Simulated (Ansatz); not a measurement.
## SiC (F-43m), an elastic constant from a strain scan

Computed with Ansatz, DFT r2SCAN, scalar-relativistic, plane waves, PAW. The runs took a 500 eV cutoff, a Γ-centred 10×10×10 mesh and Gaussian smearing (0.05 eV). No spin polarisation. Energies are free energies at this smearing, counted from the undisturbed cell; pressure is positive in compression.

The starting cell (relaxed at this level):

```
Si C
1.0
     0.00000    2.17814    2.17814
     2.17814    0.00000    2.17814
     2.17814    2.17814    0.00000
Si C
1 1
Direct
  0.00000 0.00000 0.00000
  0.75000 0.75000 0.75000
```

The cell is strained by ε times the Voigt pattern (0, 0, 0, 1, 0, 0) (xx, yy, zz, yz, xz, xy; engineering shear) with fractional coordinates fixed. The cell holds 2 atoms in V0 = 20.67 Å³. The stress column is τ = (1/V0) dE/dε, got from the stress tensor σ (compression positive) at each point as −det(1 + εP) σ : P(1 + εP)⁻¹, with P the pattern as a tensor.

| ε | ΔE (meV/atom) | τ (GPa) |
| --- | --- | --- |
| -0.1312 | 160.147 | -38.423 |
| -0.1125 | 117.277 | -32.686 |
| -0.0937 | 81.077 | -27.039 |
| -0.0750 | 51.800 | -21.523 |
| -0.0562 | 29.022 | -16.058 |
| -0.0375 | 12.902 | -10.681 |
| -0.0187 | 3.206 | -5.316 |
| 0.0000 | 0.000 | 0.000 |
| 0.0187 | 3.206 | 5.316 |
| 0.0375 | 12.902 | 10.681 |
| 0.0562 | 29.022 | 16.058 |
| 0.0750 | 51.800 | 21.523 |
| 0.0937 | 81.077 | 27.039 |
| 0.1125 | 117.277 | 32.686 |
| 0.1312 | 160.147 | 38.423 |
| 0.1500 | ? | ? |

Q: Which combination of elastic constants does this scan measure, and how large is it?

A: For small ε, τ = τ0 + Kε with K = pᵀCp, which for this pattern is C44 in the cubic axes. The parabola through τ at ε = -0.0187, 0 and 0.0187 has slope K = 284 GPa at zero. The energies per cell, E = NΔE, of the same two points give K = 2[E(ε₊)/ε₊ − E(ε₋)/ε₋]/[(ε₊ − ε₋)V0] = 284 GPa, in agreement. These are clamped-ion values.

Q: Predict the withheld row at ε = 0.1500 from the harmonic law, and compare.

A: ΔE = V0(τ0 ε + Kε²/2)/N = 206.289 meV/atom and τ = 42.64 GPa. The calculation gives 210.308 meV/atom and 44.33 GPa, a miss of 1.9 % of the harmonic energy, so the harmonic law still holds here.

Forces appear on the atoms along this scan, and letting them relax would lower the energy and soften the response.

Cost: 9 runs of about 1.3 core-minutes in all, on Intel Xeon Platinum 8259CL (Skylake/Cascade Lake) (shared hosts).